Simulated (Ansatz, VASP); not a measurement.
Two plane-wave programs on MnS

```xyz
2
Lattice="0.0000 2.6122 2.6122 2.6122 0.0000 2.6122 2.6122 2.6122 0.0000" Properties=species:S:1:pos:R:3 pbc="T T T"
Mn    0.0000    0.0000    0.0000
S     2.6122    2.6122    2.6122
```

Alike in both runs: task single point; functional r2SCAN; k mesh 6 × 6 × 6; occupations gaussian, width 0.05 eV; collinear spin.

|  | VASP | Ansatz |
| --- | --- | --- |
| version | VASP 6.6.1 | Ansatz 0.2.0 |
| potentials or method | VASP PAW PBE potentials, release 64 (Mn_pv, S) | scalar-relativistic, plane waves, PAW |
| plane-wave cutoff (eV) | 520 | 500 |
| valence electrons in the cell | 19 | 21 |

```tsv
	VASP	Ansatz	Ansatz less VASP
gap on the k mesh at the Fermi level (eV)	none	none	-
pressure (GPa)	-0.4	-0.4	+0.02
net moment per atom (μB)	2.49	2.49	0.000
size of the moment on the site where the two differ most (μB)	0.14	0.18	+0.045
```

Site moments also hang on the region over which each program counts them. A gap of «none» marks a metal or a gap that the smearing closes. The two sets of potentials don't hold the same shells in valence. Ansatz warned: «specified_occupation_not_kept».

Caveats: the PAW data sets were made with another functional, which shifts forces and pressure a little (VASP); a cell with one magnetic atom can't hold antiferromagnetic order, which such compounds often take; semilocal functionals often make such compounds metallic where correlation or magnetic order opens a gap, which also shifts bond lengths. With open d or f shells a metallic result of r2SCAN can be an artefact of self-interaction; +U or a hybrid may open a gap.
